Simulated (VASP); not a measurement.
# Ni (Fm-3m) in VASP: elastic constants with PBEsol

Aim: the elastic constants of Ni with PBEsol.

Everything below comes from runs of VASP 6.6.1. Logs are shortened: lines on timing, memory, paths and dates and some standing lists are left out, and cuts for length are marked.

## (1) The structure

The structure is cubic, space group Fm-3m (No. 225). The conventional cell has a = 3.551 Å, b = 3.551 Å, c = 3.551 Å, α = 90.00°, β = 90.00°, γ = 90.00°. Ni (site symmetry m-3m) is surrounded by 12 Ni at 2.51 Å.

## (2) Elastic constants, PBEsol, collinear spin, ferromagnetic start

File POSCAR:

```
Ni
1.0
    0.0000000000      1.7756500000      1.7756500000
    1.7756500000      0.0000000000      1.7756500000
    1.7756500000      1.7756500000      0.0000000000
Ni
1
Direct
    0.0000000000      0.0000000000      0.0000000000
```

File INCAR.step1:

```
  PREC = Accurate
  ENCUT = 600
  EDIFF = 1E-8
  ISMEAR = 0
  SIGMA = 0.1
  LREAL = False
  LASPH = True
  NELM = 150
  ALGO = Normal
  ISIF = 3
  LWAVE = False
  LCHARG = False
  ISPIN = 2
  MAGMOM = 1
  LORBIT = 11
  LMAXMIX = 4
  GGA = PS
  IBRION = 2
  NSW = 40
  EDIFFG = -0.002
```

File INCAR.step2:

```
  PREC = Accurate
  ENCUT = 600
  EDIFF = 1E-8
  ISMEAR = 0
  SIGMA = 0.1
  LREAL = False
  LASPH = True
  NELM = 150
  ALGO = Normal
  ISIF = 3
  LWAVE = False
  LCHARG = False
  ISPIN = 2
  MAGMOM = 1
  LORBIT = 11
  LMAXMIX = 4
  GGA = PS
  IBRION = 6
  NFREE = 2
  POTIM = 0.015
  NSW = 1
```

File KPOINTS:

```
regular mesh
0
Gamma
  20 20 20
```

Potentials or basis: VASP PAW PBE potentials, release 64 (Ni).

Started as:

```
> cat potpaw_PBE.64/Ni/POTCAR > POTCAR
> cp INCAR.step1 INCAR
> mpirun -np 1 vasp_std > vasp.out
> cp CONTCAR POSCAR
> cp INCAR.step2 INCAR
> mpirun -np 1 vasp_std > vasp.out
```

OUTCAR:

```text
PREC = Accurate
   ENCUT = 600
   EDIFF = 1E-8
   ISMEAR = 0
   LREAL = False
   LASPH = True
   NELM = 150
   ISIF = 3
   ISPIN = 2
   LORBIT = 11
   GGA = PS
   IBRION = 6
   NFREE = 2
   POTIM = 0.015
   NSW = 1

 ion  position               nearest neighbor table
   1  0.000  0.000  0.000-

  LATTYP: Found a face centered cubic cell.
 ALAT       =     3.4622955079

  Lattice vectors:

 A1 = (   0.0000000000,   1.7311477540,   1.7311477540)
 A2 = (   1.7311477540,   0.0000000000,   1.7311477540)
 A3 = (   1.7311477540,   1.7311477540,   0.0000000000)

Analysis of symmetry for initial positions (statically):
=====================================================================
 Subroutine PRICEL returns:
 Original cell was already a primitive cell.

 Routine SETGRP: Setting up the symmetry group for a
 face centered cubic supercell.

 Subroutine GETGRP returns: Found 48 space group operations
 (whereof 48 operations were pure point group operations)
 out of a pool of 48 trial point group operations.

The static configuration has the point symmetry O_h .

Analysis of symmetry for dynamics (positions and initial velocities):
=====================================================================
 Subroutine PRICEL returns:
 Original cell was already a primitive cell.

 Routine SETGRP: Setting up the symmetry group for a
 face centered cubic supercell.

 Subroutine GETGRP returns: Found 48 space group operations
 (whereof 48 operations were pure point group operations)
 out of a pool of 48 trial point group operations.

The dynamic configuration has the point symmetry O_h .

Analysis of structural, dynamic, and magnetic symmetry:
=====================================================================
 Subroutine PRICEL returns:
 Original cell was already a primitive cell.

 Routine SETGRP: Setting up the symmetry group for a
 face centered cubic supercell.

 Subroutine GETGRP returns: Found 48 space group operations
 (whereof 48 operations were pure point group operations)
 out of a pool of 48 trial point group operations.

The overall configuration has the point symmetry O_h .

 Subroutine INISYM returns: Found 48 space group operations
 (whereof 48 operations are pure point group operations),
 and found     1 'primitive' translations

----------------------------------------------------------------------------------------

                                     Primitive cell

  volume of cell :      10.3761

  direct lattice vectors                    reciprocal lattice vectors
     0.000000000  1.731147754  1.731147754    -0.288825722  0.288825722  0.288825722
     1.731147754  0.000000000  1.731147754     0.288825722 -0.288825722  0.288825722
     1.731147754  1.731147754  0.000000000     0.288825722  0.288825722 -0.288825722

  length of vectors
     2.448212632  2.448212632  2.448212632     0.500260825  0.500260825  0.500260825

  position of ions in fractional coordinates (direct lattice)
     0.000000000  0.000000000  0.000000000

  ion indices of the primitive-cell ions
   primitive index   ion index
                 1           1

----------------------------------------------------------------------------------------

 KPOINTS: regular mesh

Automatic generation of k-mesh.
 Grid dimensions read from file:
 generate k-points for:   20   20   20

 Generating k-lattice:

  Cartesian coordinates                     Fractional coordinates (reciprocal lattice)
    -0.014441286  0.014441286  0.014441286     0.050000000  0.000000000  0.000000000
     0.014441286 -0.014441286  0.014441286     0.000000000  0.050000000  0.000000000
     0.014441286  0.014441286 -0.014441286     0.000000000  0.000000000  0.050000000
[... 116 lines left out ...]
  -------------------------------------------------------------------------------------
  Total        0.0009339      0.0009339      0.0009339      0.0000000      0.0000000      0.0000000
  in kB        0.1442074      0.1442074      0.1442074      0.0000000      0.0000000      0.0000000
  external PRESSURE =       0.1442074 kB  Pullay stress =       0.0000000 kB
[... 86 lines left out ...]
  FREE ENERGIE OF THE ION-ELECTRON SYSTEM (eV)
  ---------------------------------------------------
  free  energy   TOTEN  =        -6.1373977145 eV

  energy  without entropy=       -6.1290887979  energy(sigma->0) =       -6.13324326

 E-fermi :  10.0995     XC(G=0): -13.8109

 val. band max:       10.0971558839   @ k =   0.4000   0.0000   0.3500
 cond. band min:      10.1004683837   @ k =   0.6500   0.3500   0.2500
 fundamental gap:      0.0033124998
 Fermi energy:        10.0994531644

 spin component 1

 k-point     1 :       0.0000    0.0000    0.0000
  band No.  band energies     occupation
      1       0.5945      1.00000
      2       7.4751      1.00000
      3       7.4751      1.00000
      4       7.5742      1.00000
      5       8.7292      1.00000
      6       8.8390      1.00000
      7      34.3307      0.00000
      8      38.5902      0.00000
      9      38.5902      0.00000
     10      38.7990      0.00000
[... 603 lines left out ...]
 k-point    24 :      -0.3500    0.0500    0.0000
  band No.  band energies     occupation
      1       4.7695      1.00000
      2       8.0896      1.00000
      3       8.2249      1.00000
      4       8.2763      1.00000
      5       9.8880      0.99861
      6      10.2095      0.05987
      7      20.0142      0.00000
      8      32.6152      0.00000
      9      34.9751      0.00000
     10      36.9982      0.00000

 [... further k-points ...]

[... ionic steps 4 to 12 ...]

--------------------------------------- Ionic step       13  -------------------------------------------

 number of electron       9.9999996 magnetization       0.6226640

------------------------ aborting loop because EDIFF is reached ----------------------------------------
[... 65 lines left out ...]
--------------------------------------- Ionic step       15  -------------------------------------------

 number of electron       9.9999998 magnetization       0.6227175

 Free energy of the ion-electron system (eV)
  ---------------------------------------------------
  ext. energy  EPLUGINS =         0.00000000
  ---------------------------------------------------
  free energy    TOTEN  =        -6.13975941 eV

  energy without entropy =       -6.13128462  energy(sigma->0) =       -6.13552202

 E-fermi :   9.8742     XC(G=0): -13.7193

 val. band max:        9.8737798655   @ k =  -0.4000   0.2500   0.0000
 cond. band min:       9.8753486000   @ k =   0.4000   0.0000   0.0000
 fundamental gap:      0.0015687345
 Fermi energy:         9.8741604850

 spin component 1

 k-point     1 :       0.0000    0.0000    0.0000
  band No.  band energies     occupation
      1       0.4782      1.00000
      2       7.3223      1.00000
      3       7.3223      1.00000
      4       7.3223      1.00000
      5       8.5733      1.00000
      6       8.5733      1.00000
      7      33.9730      0.00000
      8      38.1851      0.00000
      9      38.1851      0.00000
     10      38.1851      0.00000
[... 643 lines left out ...]
  FREE ENERGIE OF THE ION-ELECTRON SYSTEM (eV)
  ---------------------------------------------------
  free  energy   TOTEN  =        -6.1397594141 eV

  energy  without entropy=       -6.1312846249  energy(sigma->0) =       -6.13552202

 INTERNAL STRAIN TENSORS FROM STRAINED CELLS
 ============================================

 INTERNAL STRAIN TENSOR FOR ION    1 for displacements in x,y,z  (eV/Angst):
          X           Y           Z          XY          YZ          ZX
  --------------------------------------------------------------------------------
  x     0.00000     0.00000    -0.00000     0.00000    -0.00000    -0.00000
  y    -0.00000     0.00000     0.00000     0.00000    -0.00000     0.00000
  z     0.00000     0.00000     0.00000    -0.00000    -0.00000     0.00000

 INTERNAL STRAIN TENSORS FROM DISPLACED ATOMS
 ============================================

 INTERNAL STRAIN TENSOR FOR ION    1 for displacements in x,y,z  (eV/Angst):
          X           Y           Z          XY          YZ          ZX
  --------------------------------------------------------------------------------
  x     0.00000     0.00000     0.00000     0.00000     0.00000     0.00000
  y     0.00000     0.00000     0.00000     0.00000     0.00000     0.00000
  z     0.00000     0.00000     0.00000     0.00000     0.00000     0.00000

 Eigenvectors and eigenvalues of the dynamical matrix
 ----------------------------------------------------

   1 f/i=    0.000000 THz     0.000000 2PiTHz    0.000000 cm-1     0.000000 meV
             X         Y         Z           dx          dy          dz
      0.000000  0.000000  0.000000    -0.808888    0.587963    0.000000

   2 f/i=    0.000000 THz     0.000000 2PiTHz    0.000000 cm-1     0.000000 meV
             X         Y         Z           dx          dy          dz
      0.000000  0.000000  0.000000    -0.587963   -0.808888    0.000000

   3 f/i=    0.000000 THz     0.000000 2PiTHz    0.000000 cm-1     0.000000 meV
             X         Y         Z           dx          dy          dz
      0.000000  0.000000  0.000000     0.000000    0.000000    1.000000

--------------------------------------------------------------------------------------------------------

 ELASTIC MODULI CONTR FROM IONIC RELAXATION (kBar)
 Direction    XX          YY          ZZ          XY          YZ          ZX
 --------------------------------------------------------------------------------
 XX           0.0000      0.0000      0.0000      0.0000      0.0000      0.0000
 YY           0.0000      0.0000      0.0000      0.0000      0.0000      0.0000
 ZZ           0.0000      0.0000      0.0000      0.0000      0.0000      0.0000
 XY           0.0000      0.0000      0.0000      0.0000      0.0000      0.0000
 YZ           0.0000      0.0000      0.0000      0.0000      0.0000      0.0000
 ZX           0.0000      0.0000      0.0000      0.0000      0.0000      0.0000
 --------------------------------------------------------------------------------

 TOTAL ELASTIC MODULI (kBar)
 Direction    XX          YY          ZZ          XY          YZ          ZX
 --------------------------------------------------------------------------------
 XX        3157.6786   1842.1090   1842.1090     -0.0000     -0.0000      0.0000
 YY        1842.1090   3157.6786   1842.1090      0.0000      0.0000      0.0000
 ZZ        1842.1090   1842.1090   3157.6786     -0.0000     -0.0000     -0.0000
 XY          -0.0000      0.0000     -0.0000   1510.6835      0.0000      0.0000
 YZ          -0.0000      0.0000     -0.0000      0.0000   1510.6835      0.0000
 ZX           0.0000      0.0000     -0.0000      0.0000      0.0000   1510.6835
 --------------------------------------------------------------------------------

 total charge

# of ion       s       p       d       tot
------------------------------------------
    1        0.522   0.547   8.334   9.402

 magnetization (x)

# of ion       s       p       d       tot
------------------------------------------
    1       -0.006  -0.024   0.659   0.628
```

Wall time 37 min (1 thread of AMD EPYC 9R14 (Zen 4), shared host); peak memory 0.86 GiB.

Results:

```yaml
Relaxed_volume: 10.38 Å³/atom
Relaxed_cell: a = 2.448 Å, b = 2.448 Å, c = 2.448 Å, α = 60.00°, β = 60.00°, γ = 60.00°
Space_group_after_relaxing_to_0.05_Å: Fm-3m (No. 225)
Net_moment: 0.62 μB per cell
Site_moments: Ni +0.63 μB
Valence_electrons_inside_the_program's_atomic_spheres: Ni 9.40
Elastic_constants_C11_C12_C44: 316, 184, 151 GPa
Voigt_bulk_modulus: 228 GPa
```

Step by step:
```
step  energy change (eV)  largest force (eV/Å)  pressure (GPa)  volume (Å³)
   1              0.0000                0.0000          -14.41        11.20
   2              0.0028                0.0000           20.03         9.64
   3             -0.0398                0.0000           -0.21        10.39
   4             -0.0398                0.0000            0.14        10.37
   5             -0.0398                0.0000           -0.13        10.38
   6             -0.0398                0.0000            0.02        10.38
```

Final structure:
```
Ni
1.0
     0.00000    1.73115    1.73115
     1.73115    0.00000    1.73115
     1.73115    1.73115    0.00000
Ni
1
Direct
  0.00000 0.00000 0.00000
```

Elastic tensor in Voigt notation (GPa, in the Cartesian axes of the cell as first typed):
```
316 184 184   0   0   0
184 316 184   0   0   0
184 184 316   0   0   0
  0   0   0 151   0   0
  0   0   0   0 151   0
  0   0   0   0   0 151
```

Clamped-ion elastic tensor (GPa):
```
316 184 184   0   0   0
184 316 184   0   0   0
184 184 316   0   0   0
  0   0   0 151   0   0
  0   0   0   0 151   0
  0   0   0   0   0 151
```

Caveat: the PAW data sets were made with another functional, which shifts forces and pressure a little.
